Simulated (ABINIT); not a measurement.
# PtS2 (P-3m1) in ABINIT: a series of runs

The runs below take PtS2 through single point, with PBE.

Program: ABINIT 10.8.3 (patched build). These are calculated values, not measurements. Logs are shortened: lines on timing, memory, paths and dates and some standing lists are left out, and cuts for length are marked. The log counts tension as positive stress, the text compression.

## Step 1: The crystal as given

The structure is trigonal, space group P-3m1 (No. 164). The conventional cell has a = 3.543 Å, b = 3.543 Å, c = 5.039 Å, α = 90.00°, β = 90.00°, γ = 120.00°. Around Pt (site symmetry -3m) lie 6 S at 2.34 Å. S (site symmetry 3m) has 3 Pt at 2.34 Å as nearest neighbours.

## Step 2: Single point, PBE

File run.abi:

```
pp_dirpath "./"
pseudos "Pt.upf, S.upf"

acell 3*1.0
rprim
     6.6956776048     0.0000000000     0.0000000000
    -3.3478388024     5.7986269013     0.0000000000
     0.0000000000     0.0000000000     9.5219519968
ntypat 2
znucl 78 16
natom 3
typat 1 2 2
xcart
     0.0000000000     0.0000000000     0.0000000000
     1.7716000002     1.0228337368     3.8949924000
    -0.0000000002     2.0456674739     1.1438076000 Angstrom

ecut 42.0

kptopt 1
ngkpt 9 9 5
nshiftk 1
shiftk 0.0 0.0 0.0

ixc 11

nband 19
occopt 3
tsmear 0.05 eV

nstep 100
tolvrs 1.0e-10

iomode 3
prtwf 0
prteig 0
prtebands 0
enunit 1
prtden 1
prtvha 1
prtvclmb 1
prtpot 1
prtelf 1
```

Potentials or basis: PseudoDojo NC SR PBE v0.4.1 standard.

Started as:

```console
> abinit run.abi > log 2>&1
```

run.abo:

```text
.Version 10.8.3 of ABINIT
 Symmetries : space group P-3 m 1 (#164); Bravais hP (primitive hexag.)
================================================================================
 Values of the parameters that define the memory need of the present run
     intxc =       0    ionmov =       0      iscf =       7    lmnmax =       8
     lnmax =       8     mgfft =      60  mpssoang =       4    mqgrid =    3001
     natom =       3  nloc_mem =       1    nspden =       1   nspinor =       1
    nsppol =       1      nsym =      12    n1xccc =    2501    ntypat =       2
    occopt =       3   xclevel =       2
       mpw =        4823          nfft =       96000          nkpt =          50
================================================================================
================================================================================

--------------------------------------------------------------------------------
------------- Echo of variables that govern the present computation ------------
--------------------------------------------------------------------------------
 -outvars: echo values of preprocessed input variables --------
            acell      1.0000000000E+00  1.0000000000E+00  1.0000000000E+00 Bohr
              amu      1.95080000E+02  3.20660000E+01
             ecut      4.20000000E+01 Hartree
           enunit           1
              ixc          11
         kptrlatt        9    0    0      0    9    0      0    0    5
          kptrlen      4.76097600E+01
            natom           3
            nband          19
            ngfft          40      40      60
             nkpt          50
            nstep         100
             nsym          12
           ntypat           2
           occopt           3
        prtebands           0
           prteig           0
           prtelf           1
           prtpot           1
         prtvclmb           1
           prtvha           1
            prtwf           0
            rprim      6.6956776048E+00  0.0000000000E+00  0.0000000000E+00
                      -3.3478388024E+00  5.7986269013E+00  0.0000000000E+00
                       0.0000000000E+00  0.0000000000E+00  9.5219519968E+00
          spgroup         164
           tolvrs      1.00000000E-10
           tsmear      1.83746611E-03 Hartree
            typat      1  2  2
           xangst      0.0000000000E+00  0.0000000000E+00  0.0000000000E+00
                       1.7715999988E+00  1.0228337362E+00  3.8949923983E+00
                      -6.5562370303E-17  2.0456674724E+00  1.1438075983E+00
            xcart      0.0000000000E+00  0.0000000000E+00  0.0000000000E+00
                       3.3478388024E+00  1.9328756338E+00  7.3604688953E+00
                      -1.2389492404E-16  3.8657512675E+00  2.1614831015E+00
             xred      0.0000000000E+00  0.0000000000E+00  0.0000000000E+00
                       6.6666666667E-01  3.3333333333E-01  7.7300000018E-01
                       3.3333333333E-01  6.6666666667E-01  2.2699999982E-01
            znucl       78.00000   16.00000

================================================================================

 chkinp: Checking input parameters for consistency.

================================================================================
== DATASET  1 ==================================================================

--- !DatasetInfo
iteration_state: {dtset: 1, }
dimensions: {natom: 3, nkpt: 50, mband: 19, nsppol: 1, nspinor: 1, nspden: 1, mpw: 4823, }
cutoff_energies: {ecut:  42.0, pawecutdg:  -1.0, }
electrons: {nelect:   3.00000000E+01, charge:   0.00000000E+00, occopt:   3.00000000E+00, tsmear:   1.83746611E-03, }
meta: {optdriver: 0, ionmov: 0, optcell: 0, iscf: 7, paral_kgb: 0, }
...

 Exchange-correlation functional for the present dataset will be:
  GGA: Perdew-Burke-Ernzerhof functional - ixc=11
  J.P.Perdew, K.Burke, M.Ernzerhof, PRL 77, 3865 (1996)

 Real(R)+Recip(G) space primitive vectors, cartesian coordinates (Bohr,Bohr^-1):
 R(1)=  6.6956776  0.0000000  0.0000000  G(1)=  0.1493501  0.0862273  0.0000000
 R(2)= -3.3478388  5.7986269  0.0000000  G(2)=  0.0000000  0.1724546  0.0000000
 R(3)=  0.0000000  0.0000000  9.5219520  G(3)=  0.0000000  0.0000000  0.1050205
 Unit cell volume ucvol=  3.6969680E+02 bohr^3
 Angles (23,13,12)=  9.00000000E+01  9.00000000E+01  1.20000000E+02 degrees

 getcut: wavevector=  0.0000  0.0000  0.0000  ngfft=  40  40  60
         ecut(hartree)=     42.000   => boxcut(ratio)=   2.04774

--- Pseudopotential description ------------------------------------------------
- pspini: atom type   1  psp file is ./Pt.upf
12 -101130 3 -1 1374                          pspcod,pspxc,lmax,lloc,mmax
     nproj     2     2     2     2

- pspini: atom type   2  psp file is ./S.upf
12 -101130 2 -1 1146                          pspcod,pspxc,lmax,lloc,mmax
     nproj     2     2     2     0

   1.33729513E+03                                ecore*ucvol(ha*bohr**3)
--------------------------------------------------------------------------------

================================================================================

--- !BeginCycle
iteration_state: {dtset: 1, }
solver: {iscf: 7, nstep: 100, nline: 4, wfoptalg: 0, }
tolerances: {tolvrs: 1.00E-10, }
...

     iter   Etot(hartree)      deltaE(h)  residm     vres2
 ETOT  1  -152.36584064125    -1.524E+02 1.138E-01 1.718E+03
 ETOT  2  -152.19616886641     1.697E-01 2.205E-02 3.917E+03
 ETOT  3  -152.69701519102    -5.008E-01 4.847E-03 1.896E+01
 ETOT  4  -152.69917102392    -2.156E-03 1.600E-03 1.771E+00
 ETOT  5  -152.69932702897    -1.560E-04 1.266E-03 5.611E-02
 ETOT  6  -152.69933521397    -8.185E-06 1.627E-03 3.127E-02
 ETOT  7  -152.69933768041    -2.466E-06 3.926E-04 2.621E-03
 ETOT  8  -152.69933797517    -2.948E-07 9.711E-04 2.269E-05
 ETOT  9  -152.69933797625    -1.077E-09 1.869E-04 1.122E-06
 ETOT 10  -152.69933797635    -1.044E-10 4.294E-04 5.231E-08
 ETOT 11  -152.69933797636    -5.855E-12 1.207E-04 2.369E-10
 ETOT 12  -152.69933797636    -1.535E-12 1.642E-04 5.593E-12

 At SCF step   12       vres2   =  5.59E-12 < tolvrs=  1.00E-10 =>converged.

 Compute ELF
--------------------------------------------------------------------------------

 Compute kinetic energy density

 Compute gradient of the electron density
 Electron Localization Function (ELF) [min:0;max:1]
)     Maximum=    9.4932E-01  at reduced coord.    0.6750    0.3500    0.6167
)     Minimum=    2.9399E-06  at reduced coord.    0.3250    0.6500    0.2333
   Integrated=    1.3463E+02

--------------------------------------------------------------------------------
 End of ELF section

 Cartesian components of stress tensor (hartree/bohr^3)
  sigma(1 1)= -4.06402458E-04  sigma(3 2)=  0.00000000E+00
  sigma(2 2)= -4.06402458E-04  sigma(3 1)=  0.00000000E+00
  sigma(3 3)= -3.49938793E-04  sigma(2 1)=  0.00000000E+00

--- !ResultsGS
iteration_state: {dtset: 1, }
comment   : Summary of ground state results
lattice_vectors:
- [  6.6956776,   0.0000000,   0.0000000, ]
- [ -3.3478388,   5.7986269,   0.0000000, ]
- [  0.0000000,   0.0000000,   9.5219520, ]
lattice_lengths: [   6.69568,    6.69568,    9.52195, ]
lattice_angles: [ 90.000,  90.000, 120.000, ] # degrees, (23, 13, 12)
lattice_volume:   3.6969680E+02
convergence: {deltae: -1.535E-12, res2:  5.593E-12, residm:  1.642E-04, diffor: null, }
etotal    :  -1.52699338E+02
entropy   :   0.00000000E+00
fermie    :   3.02699324E-01
cartesian_stress_tensor: # hartree/bohr^3
- [ -4.06402458E-04,   0.00000000E+00,   0.00000000E+00, ]
- [  0.00000000E+00,  -4.06402458E-04,   0.00000000E+00, ]
- [  0.00000000E+00,   0.00000000E+00,  -3.49938793E-04, ]
pressure_GPa:   1.1403E+01
xred      :
- [  0.0000E+00,   0.0000E+00,   0.0000E+00, Pt]
- [  6.6667E-01,   3.3333E-01,   7.7300E-01,  S]
- [  3.3333E-01,   6.6667E-01,   2.2700E-01,  S]
cartesian_forces: # hartree/bohr
- [ -0.00000000E+00,  -3.09572740E-29,  -0.00000000E+00, ]
- [ -2.01073393E-29,  -1.93482962E-29,  -2.41476706E-02, ]
- [  2.01073393E-29,   5.03055702E-29,   2.41476706E-02, ]
force_length_stats: {min:   3.09572740E-29, max:   2.41476706E-02, mean:   1.60984471E-02, }
...

 Integrated electronic density in atomic spheres:
 ------------------------------------------------
 Atom  Sphere_radius  Integrated_density
    1        2.00000         14.50396102
    2        2.00000          3.93223769
    3        2.00000          3.93223769
================================================================================

 ----iterations are completed or convergence reached----

 Mean square residual over all n,k,spin=   49.590E-08; max=  16.421E-05
 reduced coordinates (array xred) for    3 atoms
       0.000000000000      0.000000000000      0.000000000000
       0.666666666667      0.333333333333      0.773000000184
       0.333333333333      0.666666666667      0.226999999816
 rms dE/dt=  1.0839E-01; max dE/dt=  2.2993E-01; dE/dt below (all hartree)
    1       0.000000000000      0.000000000000      0.000000000000
    2       0.000000000000     -0.000000000000      0.229932960105
    3      -0.000000000000     -0.000000000000     -0.229932960105

 cartesian coordinates (angstrom) at end:
    1      0.00000000000000     0.00000000000000     0.00000000000000
    2      1.77159999880500     1.02283373620511     3.89499239830025
    3     -0.00000000000000     2.04566747241022     1.14380759830025

 cartesian forces (hartree/bohr) at end:
    1     -0.00000000000000    -0.00000000000000    -0.00000000000000
    2     -0.00000000000000    -0.00000000000000    -0.02414767058085
    3      0.00000000000000     0.00000000000000     0.02414767058085
 frms,max,avg= 1.1383321E-02 2.4147671E-02   0.000E+00  0.000E+00  0.000E+00 h/b

 cartesian forces (eV/Angstrom) at end:
    1     -0.00000000000000    -0.00000000000000    -0.00000000000000
    2     -0.00000000000000    -0.00000000000000    -1.24172314684682
    3      0.00000000000000     0.00000000000000     1.24172314684682
 frms,max,avg= 5.8535390E-01 1.2417231E+00   0.000E+00  0.000E+00  0.000E+00 e/A
 length scales=  1.000000000000  1.000000000000  1.000000000000 bohr
              =  0.529177210544  0.529177210544  0.529177210544 angstroms
 Fermi (or HOMO) energy (eV) =   8.23687   Average Vxc (eV)= -10.94637
 Eigenvalues (   eV  ) for nkpt=  50  k points:
 kpt#   1, nband= 19, wtk=  0.00247, kpt=  0.0000  0.0000  0.0000 (reduced coord)
 -91.89418  -46.08950  -46.08950  -45.91414   -7.82136   -4.56811    0.70782    0.70782
   0.84477    3.77827    3.77827    5.97108    6.60345    6.60345    7.62924   10.21029
  10.21029   12.52969   13.51053
 prteigrs : prtvol=0 or 1, do not print more k-points.

--- !EnergyTerms
iteration_state     : {dtset: 1, }
comment             : Components of total free energy in Hartree
kinetic             :  4.50558197678181E+01
hartree             :  4.46916385800559E+01
xc                  : -3.01662894874942E+01
Ewald energy        : -8.93083635036991E+01
psp_core            :  3.61727540655357E+00
local_psp           : -1.37625818287680E+02
non_local_psp       :  1.10363997069290E+01
internal            : -1.52699337817517E+02
'-kT*entropy'       : -1.58839810420624E-07
total_energy        : -1.52699337976357E+02
total_energy_eV     : -4.15516066518025E+03
band_energy         : -1.53299338067263E+01
...

 Cartesian components of stress tensor (hartree/bohr^3)
  sigma(1 1)= -4.06402458E-04  sigma(3 2)=  0.00000000E+00
  sigma(2 2)= -4.06402458E-04  sigma(3 1)=  0.00000000E+00
  sigma(3 3)= -3.49938793E-04  sigma(2 1)=  0.00000000E+00

-Cartesian components of stress tensor (GPa)         [Pressure=  1.1403E+01 GPa]
- sigma(1 1)= -1.19567731E+01  sigma(3 2)=  0.00000000E+00
- sigma(2 2)= -1.19567731E+01  sigma(3 1)=  0.00000000E+00
- sigma(3 3)= -1.02955548E+01  sigma(2 1)=  0.00000000E+00

== END DATASET(S) ==============================================================
================================================================================

 -outvars: echo values of variables after computation  --------
            acell      1.0000000000E+00  1.0000000000E+00  1.0000000000E+00 Bohr
           etotal     -1.5269933798E+02
            fcart     -0.0000000000E+00 -3.0957273955E-29 -0.0000000000E+00
                      -2.0107339257E-29 -1.9348296222E-29 -2.4147670581E-02
                       2.0107339257E-29  5.0305570176E-29  2.4147670581E-02
            rprim      6.6956776048E+00  0.0000000000E+00  0.0000000000E+00
                      -3.3478388024E+00  5.7986269013E+00  0.0000000000E+00
                       0.0000000000E+00  0.0000000000E+00  9.5219519968E+00
           strten     -4.0640245809E-04 -4.0640245807E-04 -3.4993879348E-04
                       0.0000000000E+00  0.0000000000E+00  0.0000000000E+00
           xangst      0.0000000000E+00  0.0000000000E+00  0.0000000000E+00
                       1.7715999988E+00  1.0228337362E+00  3.8949923983E+00
                      -6.5562370303E-17  2.0456674724E+00  1.1438075983E+00
             xred      0.0000000000E+00  0.0000000000E+00  0.0000000000E+00
                       6.6666666667E-01  3.3333333333E-01  7.7300000018E-01
                       3.3333333333E-01  6.6666666667E-01  2.2699999982E-01
 Calculation completed.
```

Run time: 2.9 min. Hardware: 1 thread of Arm Neoverse V2, shared host; peak memory 0.15 GiB.

Results:

| Quantity | Value |
| --- | --- |
| Free energy | -4155.1607 eV |
| Pressure | 11.4 GPa |
| Largest force | 1.242 eV/Å |
| Band gap on the k mesh | 1.01 eV, indirect (least direct gap 1.06 eV) |
| Valence electrons inside the program's atomic spheres | Pt 14.50; S 3.93 |

Forces in eV/Å, atoms in the order of the input:
```
Pt   0.000  0.000  0.000
S    0.000  0.000 -1.242
S    0.000  0.000  1.242
```

Stress tensor (GPa, compression positive):
```
11.96  0.00  0.00
 0.00 11.96  0.00
 0.00  0.00 10.30
```

Caveat: spin-orbit coupling is left out, which moves the levels of the heavy elements; an odd mesh through Γ misses points on the zone boundary, where band edges often lie; forces of over 1 eV/Å show positions far from the minimum, so gaps and moduli don't describe the material at rest.

## Step 3: Single point, PBE

run.abi is that of step 2.

Potentials or basis: PseudoDojo NC SR PBE v0.4 stringent.

Started as:

```console
> abinit run.abi > log 2>&1
```

run.abo:

```text
.Version 10.8.3 of ABINIT
 Symmetries : space group P-3 m 1 (#164); Bravais hP (primitive hexag.)
================================================================================
 Values of the parameters that define the memory need of the present run
     intxc =       0    ionmov =       0      iscf =       7    lmnmax =       8
     lnmax =       8     mgfft =      60  mpssoang =       4    mqgrid =    3001
     natom =       3  nloc_mem =       1    nspden =       1   nspinor =       1
    nsppol =       1      nsym =      12    n1xccc =    2501    ntypat =       2
    occopt =       3   xclevel =       2
       mpw =        4823          nfft =       96000          nkpt =          50
================================================================================
================================================================================

--------------------------------------------------------------------------------
------------- Echo of variables that govern the present computation ------------
[... 228 lines left out ...]

== END DATASET(S) ==============================================================
================================================================================

 -outvars: echo values of variables after computation  --------
            acell      1.0000000000E+00  1.0000000000E+00  1.0000000000E+00 Bohr
           etotal     -1.5263304824E+02
            fcart     -0.0000000000E+00 -3.0957273955E-29 -0.0000000000E+00
                      -0.0000000000E+00  1.5478636977E-29 -2.4173548768E-02
                      -0.0000000000E+00  1.5478636977E-29  2.4173548768E-02
            rprim      6.6956776048E+00  0.0000000000E+00  0.0000000000E+00
                      -3.3478388024E+00  5.7986269013E+00  0.0000000000E+00
                       0.0000000000E+00  0.0000000000E+00  9.5219519968E+00
           strten     -4.0684066120E-04 -4.0684066117E-04 -3.5026021526E-04
                       0.0000000000E+00  0.0000000000E+00  0.0000000000E+00
           xangst      0.0000000000E+00  0.0000000000E+00  0.0000000000E+00
                       1.7715999988E+00  1.0228337362E+00  3.8949923983E+00
                      -6.5562370303E-17  2.0456674724E+00  1.1438075983E+00
             xred      0.0000000000E+00  0.0000000000E+00  0.0000000000E+00
                       6.6666666667E-01  3.3333333333E-01  7.7300000018E-01
                       3.3333333333E-01  6.6666666667E-01  2.2699999982E-01
 Calculation completed.
```

Wall time 2.9 min (1 thread of Arm Neoverse V2, shared host); peak memory 0.15 GiB.

Results:

| Quantity | Value |
| --- | --- |
| Free energy | -4153.3568 eV |
| Pressure | 11.4 GPa |
| Largest force | 1.243 eV/Å |
| Band gap on the k mesh | 1.01 eV, indirect (least direct gap 1.06 eV) |
| Valence electrons inside the program's atomic spheres | Pt 14.50; S 3.93 |

Forces in eV/Å, atoms in the order of the input:
```
Pt   0.000  0.000  0.000
S    0.000  0.000 -1.243
S    0.000  0.000  1.243
```

Stress tensor (GPa, compression positive):
```
11.97  0.00  0.00
 0.00 11.97  0.00
 0.00  0.00 10.31
```

Caveat: spin-orbit coupling is left out, which moves the levels of the heavy elements; an odd mesh through Γ misses points on the zone boundary, where band edges often lie; forces of over 1 eV/Å show positions far from the minimum, so gaps and moduli don't describe the material at rest. As with any semilocal functional, this PBE gap is likely too small.

## Step 4: Single point, PBE

run.abi is that of step 3.

Potentials or basis: PseudoDojo NC SR PBE v0.5 standard.

Started as:

```console
> abinit run.abi > log 2>&1
```

Wall time 2.9 min (1 thread of Arm Neoverse V2, shared host); peak memory 0.15 GiB.

The run converged. Its results:

- Free energy: -4153.3568 eV
- Pressure: 11.4 GPa
- Largest force: 1.243 eV/Å
- Band gap on the k mesh: 1.01 eV, indirect (least direct gap 1.06 eV)
- Valence electrons inside the program's atomic spheres: Pt 14.50; S 3.93

Forces in eV/Å, atoms in the order of the input:
```
Pt   0.000  0.000  0.000
S    0.000  0.000 -1.243
S    0.000  0.000  1.243
```

Stress tensor (GPa, compression positive):
```
11.97  0.00  0.00
 0.00 11.97  0.00
 0.00  0.00 10.31
```

Levels at points of the mesh, in eV from the valence-band top:
| k point | band 12 | band 13 | band 14 | band 15 | band 16 | band 17 | band 18 | band 19 |
| --- | --- | --- | --- | --- | --- | --- | --- | --- |
| (0.00, 0.00, 0.00) | -1.79 | -1.15 | -1.15 | -0.13 | 2.45 | 2.45 | 4.77 | 5.75 |

Caveat: spin-orbit coupling is left out, which moves the levels of the heavy elements; an odd mesh through Γ misses points on the zone boundary, where band edges often lie; forces of over 1 eV/Å show positions far from the minimum, so gaps and moduli don't describe the material at rest. Expect the measured gap to be larger: semilocal functionals such as PBE lack the derivative discontinuity.

## Step 5: Summary

| potentials or basis | gap on the mesh (eV) | pressure (GPa) | largest force (eV/Å) |
| --- | --- | --- | --- |
| PseudoDojo NC SR PBE v0.4.1 standard | 1.01 | 11.4 | 1.24 |
| PseudoDojo NC SR PBE v0.4 stringent | 1.01 | 11.4 | 1.24 |
| PseudoDojo NC SR PBE v0.5 standard | 1.01 | 11.4 | 1.24 |

Alike in all rows: task single point; level PBE; no spin polarisation; cell as given; k mesh 9 × 9 × 5; cutoff (eV) 1143; smearing fermi-dirac 0.05 eV.

Caveats: spin-orbit coupling is left out, which moves the levels of the heavy elements; an odd mesh through Γ misses points on the zone boundary, where band edges often lie; forces of over 1 eV/Å show positions far from the minimum, so gaps and moduli don't describe the material at rest.

Absolute energies hang on the potentials; compare differences alone.
